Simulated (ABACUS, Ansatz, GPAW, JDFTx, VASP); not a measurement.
**CoO: programs and potentials compared**

```xyz
2
Lattice="0.0000 2.1315 2.1315 2.1315 0.0000 2.1315 2.1315 2.1315 0.0000" Properties=species:S:1:pos:R:3 pbc="T T T"
Co    0.0498    0.0164    0.0019
O     2.1581    2.1154    2.1619
```

Atoms were shifted at random by some hundredths of an Å from the given cell, which wasn't relaxed again for these runs.

Alike in all runs: task single point; functional PBEsol; k mesh 11 × 11 × 11; occupations fermi-dirac, width 0.05 eV; collinear spin, ferromagnetic start; no spin-orbit coupling. Pressure is positive in compression and, in plane waves, holds the error of the finite cutoff.

| program and potentials | plane-wave cutoff (eV) | notes | pressure (GPa) | net moment per atom (μB) |
| --- | --- | --- | --- | --- |
| ABACUS, PseudoDojo NC SR 0.4.1 PBEsol standard, plane waves | 1320 | 11.5 valence electrons an atom on average | -10.95 | 1.49 |
| JDFTx, PseudoDojo-SR-PBEsol-0.4.1-standard with smoothed tails | 1306 | 11.5 valence electrons an atom on average | -10.93 | 1.49 |
| VASP, PBE PAW files Co, O, 520 eV | 520 | potentials made for PBE; 7.5 valence electrons an atom on average | -11.16 | 1.47 |
| Ansatz, all-electron LAPW, scalar-relativistic | - | - | -10.66 | 1.48 |
| GPAW, PAW data sets generated for this functional | 800 | 7.5 valence electrons an atom on average | -9.81 | 1.48 |

The pressure spans -11.16 (VASP, PBE PAW files Co, O, 520 eV) to -9.81 GPa (GPAW, PAW data sets generated for this functional), with all-electron results at -10.66. The net moment per atom spans 1.47 (VASP, PBE PAW files Co, O, 520 eV) to 1.49 μB (ABACUS, PseudoDojo NC SR 0.4.1 PBEsol standard, plane waves), with all-electron results at 1.48. The cell lies far from this level's equilibrium. The state is the one that the start led to, which needn't be the lowest.

Differences between rows come from potentials, basis sets and numerical settings, since the functional is the same but for its coding. Runs on potential files found faulty are left out.
